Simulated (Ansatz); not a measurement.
# MoS₂ under compression and expansion

```yaml
crystal:
  lattice:
    - [3.16100, 0.00000, 0.00000]
    - [-1.58050, 2.73751, 0.00000]
    - [0.00000, 0.00000, 12.29500]
  atoms:
    - { symbol: Mo, position: [0.33333, 0.66667, 0.25000] }
    - { symbol: Mo, position: [0.66667, 0.33333, 0.75000] }
    - { symbol: S, position: [0.33333, 0.66667, 0.62750] }
    - { symbol: S, position: [0.66667, 0.33333, 0.12750] }
    - { symbol: S, position: [0.33333, 0.66667, 0.87250] }
    - { symbol: S, position: [0.66667, 0.33333, 0.37250] }
```

The geometry is COD entry 9007660, unchecked; take it as a test cell.

Methods: DFT, PBE, all-electron LAPW, scalar-relativistic (Ansatz 0.2.0); DFT, PBE, PAW with Ansatz's default frozen-core files, scalar-relativistic (Ansatz 0.2.0).

For LAPW: a Γ-centred 10×10×3 k mesh, Fermi–Dirac smearing of 0.03 eV, basis error target 1 meV/atom, no spin polarisation. PAW takes a cutoff of 420 eV at this cell. The Ansatz runs share mesh, smearing and spin set-up. Plane-wave (PAW) pressures include the program's estimate of the Pulay term.

The cell above is scaled evenly, with fractional coordinates and shape held.

Estimate the equilibrium volume and bulk modulus that LAPW (all electrons) gives for this fixed shape.

V0 = 18.78 Å³/atom, B0 = 138 GPa, B0′ = 4.3, from a third-order Birch–Murnaghan fit to these pressures:
```csv
V/V(cell),V (Å³/atom),"P, LAPW (GPa)","P, PAW (GPa)","gap on the k mesh, LAPW (eV)"
0.9400,16.668,21.22,21.20,0.87
0.9600,17.023,16.69,16.67,0.87
0.9800,17.377,12.60,12.58,0.87
0.9900,17.555,10.71,10.68,0.87
1.0000,17.732,8.91,8.89,0.87
1.0100,17.909,7.20,7.18,0.87
1.0200,18.087,5.58,5.56,0.86
1.0400,18.441,2.57,2.55,0.86
1.0600,18.796,-0.15,-0.17,0.86
```

PAW's V0 lies -0.01 % from the all-electron value and its B0 0.0 %. With shape and internal coordinates held, B0 is an upper bound to the relaxed modulus.
